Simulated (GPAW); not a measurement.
# CdTe (F-43m) in GPAW: notebook

The runs below take CdTe through equation of state, with OLYP+D3(BJ), RPBE+D3(BJ), RPBE+D4.

All numbers are computed with GPAW 26.7.0; they aren't measurements. Logs are shortened: lines on timing, memory, paths and dates and some standing lists are left out, and cuts for length are marked. The log counts tension as positive stress, the text compression.

**Measured values to compare with.**

“Multiscale insight into the Cd1-xZnxTe vibrational-mechanical properties -- High-pressure experiments and ab initio calculations”, 2023, arxiv:2306.14539 quotes, for a powder of CdTe: bulk modulus 42 ± 2 GPa.

The results are compared with them further down.

### 1 The crystal as given

The structure is cubic, space group F-43m (No. 216). The conventional cell has a = 6.410 Å, b = 6.410 Å, c = 6.410 Å, α = 90.00°, β = 90.00°, γ = 90.00°. Around Te (site symmetry -43m) lie 4 Cd at 2.78 Å. Cd (site symmetry -43m) has 4 Te at 2.78 Å as nearest neighbours.

### 2 Equation of state, OLYP+D3(BJ)

run.py reads:

```python
import spglib
from ase import Atoms
from ase.calculators.mixing import SumCalculator
from ase.eos import EquationOfState
from ase.io import Trajectory, read
from ase.units import GPa
from dftd3.ase import DFTD3
from gpaw import GPAW, PW, setup_paths

setup_paths.insert(0, '.')

atoms = read('CdTe.cif')
cell, positions, numbers = spglib.find_primitive(
    (atoms.cell[:], atoms.get_scaled_positions(), atoms.numbers), symprec=1e-4)
atoms = Atoms(numbers, cell=cell, scaled_positions=positions, pbc=True)

traj = Trajectory('eos.traj', 'w')
volumes, energies = [], []
for x in [0.94, 0.96, 0.98, 1.0, 1.02, 1.04, 1.06]:
    a = atoms.copy()
    a.set_cell(atoms.cell * x**(1 / 3), scale_atoms=True)
    calc = GPAW(mode=PW(600),
                xc='GGA_X_OPTX+GGA_C_LYP',
                kpts={'size': (6, 6, 6), 'gamma': True},
                occupations={'name': 'fermi-dirac', 'width': 0.05},
                nbands=18,
                convergence={'density': 1e-05, 'energy': 1e-05},
                eigensolver='davidson',
                maxiter=150,
                txt=f'eos-{x:.2f}.txt')
    a.calc = SumCalculator([calc, DFTD3(method='olyp', damping='d3bj')])
    energies.append(a.get_potential_energy())
    volumes.append(a.get_volume())
    p = -a.get_stress()[:3].mean() / GPa
    calc.write(f'eos-{x:.2f}.gpw')
    traj.write(a)
    print(f'{x:.2f} {volumes[-1]:10.4f} A^3 {energies[-1]:14.6f} eV {p:9.3f} GPa', flush=True)

v0, e0, B = EquationOfState(volumes, energies, eos='birchmurnaghan').fit()
print(f'V0 = {v0:.4f} A^3, E0 = {e0:.6f} eV, B0 = {B / GPa:.2f} GPa')
```

CdTe.cif reads:

```cif
data_CdTe
_cell_length_a 6.41000000
_cell_length_b 6.41000000
_cell_length_c 6.41000000
_cell_angle_alpha 90.00000000
_cell_angle_beta 90.00000000
_cell_angle_gamma 90.00000000
_space_group_name_H-M_alt 'F-43m'
_space_group_name_Hall 'F -4 2 3'
_space_group_IT_number 216
loop_
_space_group_symop_operation_xyz
'x,y,z'
'y,-x,-z'
'-x,-y,z'
'-y,x,-z'
'x,-y,-z'
'y,x,z'
'-x,y,-z'
'-y,-x,z'
'z,x,y'
'-z,y,-x'
'z,-x,-y'
'-z,-y,x'
'-z,x,-y'
'z,y,x'
'-z,-x,y'
'z,-y,-x'
'y,z,x'
'-x,-z,y'
'-y,z,-x'
'x,-z,-y'
'-y,-z,x'
'x,z,y'
'y,-z,-x'
'-x,z,-y'
'x,y+1/2,z+1/2'
'y,-x+1/2,-z+1/2'
'-x,-y+1/2,z+1/2'
'-y,x+1/2,-z+1/2'
'x,-y+1/2,-z+1/2'
'y,x+1/2,z+1/2'
'-x,y+1/2,-z+1/2'
'-y,-x+1/2,z+1/2'
'z,x+1/2,y+1/2'
'-z,y+1/2,-x+1/2'
'z,-x+1/2,-y+1/2'
'-z,-y+1/2,x+1/2'
'-z,x+1/2,-y+1/2'
'z,y+1/2,x+1/2'
'-z,-x+1/2,y+1/2'
'z,-y+1/2,-x+1/2'
'y,z+1/2,x+1/2'
'-x,-z+1/2,y+1/2'
'-y,z+1/2,-x+1/2'
'x,-z+1/2,-y+1/2'
'-y,-z+1/2,x+1/2'
'x,z+1/2,y+1/2'
'y,-z+1/2,-x+1/2'
'-x,z+1/2,-y+1/2'
'x+1/2,y,z+1/2'
'y+1/2,-x,-z+1/2'
'-x+1/2,-y,z+1/2'
'-y+1/2,x,-z+1/2'
'x+1/2,-y,-z+1/2'
'y+1/2,x,z+1/2'
'-x+1/2,y,-z+1/2'
'-y+1/2,-x,z+1/2'
'z+1/2,x,y+1/2'
'-z+1/2,y,-x+1/2'
'z+1/2,-x,-y+1/2'
'-z+1/2,-y,x+1/2'
'-z+1/2,x,-y+1/2'
'z+1/2,y,x+1/2'
'-z+1/2,-x,y+1/2'
'z+1/2,-y,-x+1/2'
'y+1/2,z,x+1/2'
'-x+1/2,-z,y+1/2'
'-y+1/2,z,-x+1/2'
'x+1/2,-z,-y+1/2'
'-y+1/2,-z,x+1/2'
'x+1/2,z,y+1/2'
'y+1/2,-z,-x+1/2'
'-x+1/2,z,-y+1/2'
'x+1/2,y+1/2,z'
'y+1/2,-x+1/2,-z'
'-x+1/2,-y+1/2,z'
'-y+1/2,x+1/2,-z'
'x+1/2,-y+1/2,-z'
'y+1/2,x+1/2,z'
'-x+1/2,y+1/2,-z'
'-y+1/2,-x+1/2,z'
'z+1/2,x+1/2,y'
'-z+1/2,y+1/2,-x'
'z+1/2,-x+1/2,-y'
'-z+1/2,-y+1/2,x'
'-z+1/2,x+1/2,-y'
'z+1/2,y+1/2,x'
'-z+1/2,-x+1/2,y'
'z+1/2,-y+1/2,-x'
'y+1/2,z+1/2,x'
'-x+1/2,-z+1/2,y'
'-y+1/2,z+1/2,-x'
'x+1/2,-z+1/2,-y'
'-y+1/2,-z+1/2,x'
'x+1/2,z+1/2,y'
'y+1/2,-z+1/2,-x'
'-x+1/2,z+1/2,-y'
loop_
_atom_site_label
_atom_site_type_symbol
_atom_site_symmetry_multiplicity
_atom_site_Wyckoff_symbol
_atom_site_fract_x
_atom_site_fract_y
_atom_site_fract_z
_atom_site_occupancy
Te1 Te 4 c 0.2500000000 0.2500000000 0.2500000000 1
Cd1 Cd 4 a 0.0000000000 0.0000000000 0.0000000000 1
```

Potentials or basis: PAW data sets generated in the run's folder for this functional, pw.

Command:

```sh
> gpaw-setup -f GGA_X_OPTX+GGA_C_LYP Cd Te
> OMP_NUM_THREADS=1 python run.py
```

What it wrote:

```text
__  _  _
 | _ |_)|_||  |
 |__||  | ||/\| - 26.7.0

Input parameters:
  mode=PW(ecut=600.0),
  convergence={'density': 1e-05, 'energy': 1e-05},
  eigensolver=Davidson(niter=2),
  kpts=MonkhorstPack(size=(6, 6, 6), gamma=True),
  maxiter=150,
  nbands=18,
  occupations=Occupations(name='fermi-dirac', width=0.05),
  xc=XC(name='GGA_X_OPTX+GGA_C_LYP')

Diagonalizing LCAO Hamiltonian
Converting LCAO to pw mode

            Te

       Cd

Atoms  # Å, Bohr magnetons
|   | symbol |        x |        y |        z |    initial magnetic moments |
|---|--------|----------|----------|----------|-----------------------------|
| 0 |     Te | 1.569787 | 1.569787 | 1.569787 | ( 0.0000,  0.0000,  0.0000) |
| 1 |     Cd | 0.000000 | 0.000000 | 0.000000 | ( 0.0000,  0.0000,  0.0000) |

Unit cell  # Å
| periodic |        x |        y |        z |  lengths |    angles |
|----------|----------|----------|----------|----------|-----------|
|      yes | 0.000000 | 3.139573 | 3.139573 | 4.440027 | 60.000000 |
|      yes | 3.139573 | 0.000000 | 3.139573 | 4.440027 | 60.000000 |
|      yes | 3.139573 | 3.139573 | 0.000000 | 4.440027 | 60.000000 |

Number of symmetries: 24
Symmetry operations  # r_c * U_cc + t_c -> r_c
|    | kind |            matrix            |
|----|------|------------------------------|
|  0 |  E   |  1, 0, 0,  0, 1, 0,  0, 0, 1 |
|  1 |  σ   |  1, 0, 0,  0, 0, 1,  0, 1, 0 |
|  2 |  σ   |  1, 0,-1,  0, 1,-1,  0, 0,-1 |
|  3 |  C3  |  1, 0,-1,  0, 0,-1,  0, 1,-1 |
|  4 |  C3  |  1,-1, 0,  0,-1, 1,  0,-1, 0 |
|  5 |  σ   |  1,-1, 0,  0,-1, 0,  0,-1, 1 |
|  6 |  σ   |  0, 1, 0,  1, 0, 0,  0, 0, 1 |
|  7 |  C3  |  0, 1, 0,  0, 0, 1,  1, 0, 0 |
|  8 |  C2  |  0, 1,-1,  1, 0,-1,  0, 0,-1 |
|  9 |  S4  |  0, 1,-1,  0, 0,-1,  1, 0,-1 |
| 10 |  C3  |  0, 0, 1,  1, 0, 0,  0, 1, 0 |
| 11 |  σ   |  0, 0, 1,  0, 1, 0,  1, 0, 0 |
| 12 |  S4  |  0, 0,-1,  1, 0,-1,  0, 1,-1 |
| 13 |  C3  |  0, 0,-1,  0, 1,-1,  1, 0,-1 |
| 14 |  S4  |  0,-1, 1,  1,-1, 0,  0,-1, 0 |
| 15 |  C2  |  0,-1, 1,  0,-1, 0,  1,-1, 0 |
| 16 |  C3  |  0,-1, 0,  1,-1, 0,  0,-1, 1 |
| 17 |  S4  |  0,-1, 0,  0,-1, 1,  1,-1, 0 |
| 18 |  S4  | -1, 1, 0, -1, 0, 1, -1, 0, 0 |
| 19 |  C3  | -1, 1, 0, -1, 0, 0, -1, 0, 1 |
| 20 |  C3  | -1, 0, 1, -1, 1, 0, -1, 0, 0 |
| 21 |  S4  | -1, 0, 1, -1, 0, 0, -1, 1, 0 |
| 22 |  σ   | -1, 0, 0, -1, 1, 0, -1, 0, 1 |
| 23 |  C2  | -1, 0, 0, -1, 0, 1, -1, 1, 0 |

BZ-sampling:
  Number of BZ points: 216
  Number of IBZ points: 16

  Monkhorst-Pack size: [6, 6, 6]
  Monkhorst-Pack shift: [0.08333333333333333, 0.08333333333333333, 0.08333333333333333]

K-points  # in reciprocal-cell coordinates
|     |                                coordinates |     weight |
|-----|--------------------------------------------|------------|
|   0 | (  0.00000000,   0.00000000,   0.00000000) | 0.00462963 |
|   1 | (  0.16666667,   0.16666667,   0.00000000) | 0.02777778 |
|   2 | (  0.16666667,   0.16666667,   0.16666667) | 0.03703704 |
|   3 | (  0.33333333,   0.16666667,   0.16666667) | 0.05555556 |
|   4 | (  0.33333333,   0.33333333,  -0.33333333) | 0.05555556 |
|   5 | (  0.33333333,   0.33333333,   0.00000000) | 0.02777778 |
|   6 | (  0.33333333,   0.33333333,   0.16666667) | 0.11111111 |
|   7 | (  0.33333333,   0.33333333,   0.33333333) | 0.03703704 |
|   8 | (  0.50000000,   0.33333333,  -0.33333333) | 0.11111111 |
|   9 | (  0.50000000,   0.33333333,  -0.16666667) | 0.05555556 |
| ... |                                            |            |
|  15 | (  0.50000000,   0.50000000,   0.50000000) | 0.01851852 |

Plane wave coefficients: 2085
Cutoff: 600.0 eV

Spin-components: 1 (collinear spins)
Bands:           18
Projectors:      11
Spin-degeneracy: 2
Datatype:        complex128

Parallelization:
  kpt:    1
  domain: 1
  band:   1

Density:
  Valence electrons: 18.0
  Components: 1
  Grid points: [27 27 27]
  Charge: 0.0  # |e|

Potential:
  Grid points: [27 27 27]

species:
  Te:
    name:    Tellurium
    Z:       52.0
    valence: 6
    core:    46
    charge:  0.0  # [|e|]
    compensation charges:
      type: gauss
      rc: 0.36  # [Å]
      lmax: 2
    cutoffs:
      filter: 2.09  # [Å]
      core: 3.17  # [Å]
    projectors
    | kind |    occ | energy [eV] | rcut [Å] |
    |------|--------|-------------|----------|
    |   5s |  2.000 |     -14.941 |    1.180 |
    |   5p |  4.000 |      -5.780 |    1.196 |
    |    s |        |      12.270 |    1.180 |
    |    p |        |      21.432 |    1.196 |
    |    d |        |       0.000 |    1.238 |

    Using partial waves for Te as LCAO basis

  Cd:
    name:    Cadmium
    Z:       48.0
    valence: 12
    core:    36
    charge:  0.0  # [|e|]
    compensation charges:
      type: gauss
      rc: 0.38  # [Å]
      lmax: 2
    cutoffs:
      filter: 2.12  # [Å]
      core: 2.62  # [Å]
    projectors
    | kind |    occ | energy [eV] | rcut [Å] |
    |------|--------|-------------|----------|
    |   5s |  2.000 |      -5.307 |    1.191 |
    |   5p |  0.000 |      -1.079 |    1.228 |
    |   4d | 10.000 |     -11.814 |    1.164 |
    |    s |        |      21.904 |    1.191 |
    |    p |        |      26.132 |    1.228 |
    |    d |        |      15.397 |    1.164 |

    Using partial waves for Cd as LCAO basis

Reference energy: -337096.001093  # eV

eigensolver:
  Davidson
  Converge bands: occupied
  niter=2

density mixing:
  MSR1-Mixer
  Pratt-step length: 0.05
  Maximum mixing coefficient: 0.75
  Old densities: 10
  SVD Regularization: 0.005
  Good broyden scale: 1.0
  Trust region scale: 1.0
  Backstep threshold: 4.0
  History deletion threshold: 6.0
  Fourier metric: weight=20.0, sigma=0.015

occupation numbers:
  Fermi-Dirac:
    width: 0.0500  # eV

poisson solver:
  ecut: 4800.0  # eV

xc functional:
  name: GGA_X_OPTX+GGA_C_LYP with 2 nearest neighbor stencil

convergence criteria:
- Maximum integral of absolute [dens]ity change: 1e-05 electrons / valence electron
- Maximum [total energy] change in last 3 cyles: 1e-05 eV / valence electron
- Maximum integral of absolute [eigenst]ate change: 4e-08 eV^2 / valence electron
maximum number of iterations: 150

SCF iterations
|iter     | |      energy | eigst |  dens |
|---------|-|-------------|-------|-------|
|iter:   1| |   -3.698301 | -0.31 |       |
|iter:   2| |   -3.658283 | -2.13 | -1.22 |
|iter:   3| |   -3.513605 | -1.73 | -1.25 |
|iter:   4| |   -3.513758 | -2.95 | -1.73 |
|iter:   5| |   -3.515859 | -3.50 | -2.12 |
|iter:   6| |   -3.516260 | -4.24 | -2.74 |
|iter:   7| |   -3.516316 | -4.92 | -3.37 |
|iter:   8| |   -3.516323c| -5.67 | -3.89 |
|iter:   9| |   -3.516324c| -6.58 | -4.56 |
|iter:  10| |   -3.516324c| -7.23 | -5.00c|
|iter:  11| |   -3.516324c| -8.04c| -5.57c|

Converged in 11 steps
Energy contributions relative to reference atoms: (reference = -337096.001093)

Energy contributions:
  Kinetic:          31.260074
  Coulomb:         -27.484316
  Zero:              0.244013
  External:          0.000000
  Xc:               -7.536096
  Entropy:          -0.000000
  Spinorbit:         0.000000
  ----------------------------
  Free energy:      -3.516324
  Extrapolated:     -3.516324

dipole moment: (-25.140325, -25.140325, -25.140325)  # |e|*Ang

Fermi level: 5.717
Eigenvalues  # (at kpt = [0.000, 0.000, 0.000])
| band index |      eig [eV] | occ [0-2] |
|------------|---------------|-----------|
|          0 |        -6.681 |     2.000 |
|          1 |        -3.813 |     2.000 |
|          2 |        -3.813 |     2.000 |
|          3 |        -3.813 |     2.000 |
|          4 |        -3.495 |     2.000 |
|          5 |        -3.495 |     2.000 |
[... 10 lines left out ...]
|         16 |        15.609 |     0.000 |
|         17 |        15.609 |     0.000 |

Gap: 1.452 eV
Transition (v -> c):
  (s=0, k=0, n=8, [0.00, 0.00, 0.00]) -> (s=0, k=0, n=9, [0.00, 0.00, 0.00])
No difference between direct/indirect transitions

Stress tensor  # eV/Ang^3
|         x |         y |         z |
|-----------|-----------|-----------|
| -0.057990 | -0.000000 |  0.000000 |
| -0.000000 | -0.057990 |  0.000000 |
|  0.000000 |  0.000000 | -0.057990 |

# Writing to eos-0.94.gpw (mode='')
```

Wall time 99 s (1 thread of Arm Neoverse V1, shared host); peak memory 0.25 GiB.

What came out:

```yaml
Equilibrium_volume: 32.67 Å³/atom
Bulk_modulus: 42 GPa
Pressure_derivative_of_the_bulk_modulus: 5.0
```

Energy against volume, from the lowest point:
```csv
volume (Å³/atom),energy (meV/atom)
30.947,12.90
31.605,4.55
32.263,0.41
32.922,0.00
33.580,2.90
34.239,8.73
34.897,17.14
```

Spin-orbit coupling is left out, which matters for the levels of Te.

### 3 Equation of state, RPBE+D3(BJ)

run.py reads:

```python
from ase.calculators.mixing import SumCalculator
from ase.eos import EquationOfState
from ase.io import Trajectory
from ase.spacegroup import crystal
from ase.units import GPa
from dftd3.ase import DFTD3
from gpaw import GPAW, PW

# Te 4c
# Cd 4a
atoms = crystal(['Te', 'Cd'],
                basis=[[0.25, 0.25, 0.25],
                       [0.0, 0.0, 0.0]],
                spacegroup=216, setting=1,  # F-43m
                cellpar=[6.41, 6.41, 6.41, 90.0, 90.0, 90.0],
                primitive_cell=True)

traj = Trajectory('eos.traj', 'w')
volumes, energies = [], []
for x in [0.94, 0.96, 0.98, 1.0, 1.02, 1.04, 1.06]:
    a = atoms.copy()
    a.set_cell(atoms.cell * x**(1 / 3), scale_atoms=True)
    calc = GPAW(mode=PW(600),
                xc='RPBE',
                kpts={'size': (6, 6, 6), 'gamma': True},
                occupations={'name': 'fermi-dirac', 'width': 0.05},
                nbands=18,
                convergence={'density': 1e-05, 'energy': 1e-05},
                maxiter=150,
                txt=f'eos-{x:.2f}.txt')
    a.calc = SumCalculator([calc, DFTD3(method='rpbe', damping='d3bj')])
    energies.append(a.get_potential_energy())
    volumes.append(a.get_volume())
    p = -a.get_stress()[:3].mean() / GPa
    calc.write(f'eos-{x:.2f}.gpw')
    traj.write(a)
    print(f'{x:.2f} {volumes[-1]:10.4f} A^3 {energies[-1]:14.6f} eV {p:9.3f} GPa', flush=True)

v0, e0, B = EquationOfState(volumes, energies, eos='birchmurnaghan').fit()
print(f'V0 = {v0:.4f} A^3, E0 = {e0:.6f} eV, B0 = {B / GPa:.2f} GPa')
```

Potentials or basis: the program's PAW data sets (release 1.2.1) made for this functional, pw.

Command:

```sh
> OMP_NUM_THREADS=1 python run.py
```

What it wrote:

```text
__  _  _
 | _ |_)|_||  |
 |__||  | ||/\| - 26.7.0

Input parameters:
  mode=PW(ecut=600.0),
  convergence={'density': 1e-05, 'energy': 1e-05},
  kpts=MonkhorstPack(size=(6, 6, 6), gamma=True),
  maxiter=150,
  nbands=18,
  occupations=Occupations(name='fermi-dirac', width=0.05),
  xc=XC(name='RPBE')

Diagonalizing LCAO Hamiltonian
Converting LCAO to pw mode

            Te

       Cd

Atoms  # Å, Bohr magnetons
|   | symbol |        x |        y |        z |    initial magnetic moments |
|---|--------|----------|----------|----------|-----------------------------|
| 0 |     Te | 1.580842 | 1.580842 | 1.580842 | ( 0.0000,  0.0000,  0.0000) |
| 1 |     Cd | 0.000000 | 0.000000 | 0.000000 | ( 0.0000,  0.0000,  0.0000) |

Unit cell  # Å
| periodic |        x |        y |        z |  lengths |    angles |
|----------|----------|----------|----------|----------|-----------|
|      yes | 0.000000 | 3.161684 | 3.161684 | 4.471296 | 60.000000 |
|      yes | 3.161684 | 0.000000 | 3.161684 | 4.471296 | 60.000000 |
|      yes | 3.161684 | 3.161684 | 0.000000 | 4.471296 | 60.000000 |
[... 171 lines left out ...]
|iter:   8| |   -4.194445c| -7.39 | -4.35 |
|iter:   9| |   -4.194445c| -7.69c| -4.96 |
|iter:  10| |   -4.194445c| -8.25c| -5.54c|

Converged in 10 steps
Energy contributions relative to reference atoms: (reference = -336981.643095)

Energy contributions:
  Kinetic:          28.235900
  Coulomb:         -25.129077
  Zero:              0.265504
  External:          0.000000
  Xc:               -7.566772
  Entropy:          -0.000000
  Spinorbit:         0.000000
  ----------------------------
  Free energy:      -4.194445
  Extrapolated:     -4.194445

dipole moment: (-25.515174, -25.515174, -25.515174)  # |e|*Ang

Fermi level: 5.260
Eigenvalues  # (at kpt = [0.000, 0.000, 0.000])
| band index |      eig [eV] | occ [0-2] |
|------------|---------------|-----------|
|          0 |        -6.911 |     2.000 |
|          1 |        -3.875 |     2.000 |
|          2 |        -3.875 |     2.000 |
|          3 |        -3.875 |     2.000 |
|          4 |        -3.557 |     2.000 |
|          5 |        -3.557 |     2.000 |
[... 10 lines left out ...]
|         16 |        14.903 |     0.000 |
|         17 |        14.903 |     0.000 |

Gap: 1.147 eV
Transition (v -> c):
  (s=0, k=0, n=8, [0.00, 0.00, 0.00]) -> (s=0, k=0, n=9, [0.00, 0.00, 0.00])
No difference between direct/indirect transitions

Stress tensor  # eV/Ang^3
|         x |         y |         z |
|-----------|-----------|-----------|
| -0.050379 | -0.000000 | -0.000000 |
| -0.000000 | -0.050379 |  0.000000 |
| -0.000000 |  0.000000 | -0.050379 |

# Writing to eos-0.96.gpw (mode='')
```

eos-0.94.txt:

```text
SCF iterations
|iter     | |      energy | eigst |  dens |
|---------|-|-------------|-------|-------|
|iter:   1| |   -4.326599 | -0.32 |       |
|iter:   2| |   -4.283877 | -2.34 | -1.24 |
|iter:   3| |   -4.120625 | -1.74 | -1.28 |
|iter:   4| |   -4.121687 | -3.15 | -1.75 |
|iter:   5| |   -4.122026 | -3.71 | -2.17 |
[... 43 lines left out ...]
|         16 |        15.139 |     0.000 |
|         17 |        15.139 |     0.000 |

Gap: 1.212 eV
Transition (v -> c):
  (s=0, k=0, n=8, [0.00, 0.00, 0.00]) -> (s=0, k=0, n=9, [0.00, 0.00, 0.00])
No difference between direct/indirect transitions

Stress tensor  # eV/Ang^3
|         x |         y |         z |
|-----------|-----------|-----------|
| -0.059420 | -0.000000 |  0.000000 |
| -0.000000 | -0.059420 |  0.000000 |
|  0.000000 |  0.000000 | -0.059420 |

# Writing to eos-0.94.gpw (mode='')
```

Run time: 1.7 min. Hardware: 1 thread of Arm Neoverse V1, shared host; peak memory 0.24 GiB.

What came out:

```yaml
Equilibrium_volume: "30.70 Å³/atom (rough: see the caveat)"
Bulk_modulus: 56 GPa (rough)
```

Energy against volume, from the lowest point:
```csv
volume (Å³/atom),energy (meV/atom)
30.947,0.00
31.605,4.08
32.263,12.35
32.922,24.35
33.580,39.67
34.239,57.91
34.897,78.75
```

Caveat: the minimum lies outside the volumes run.

(Continued in part 2 of 2.)
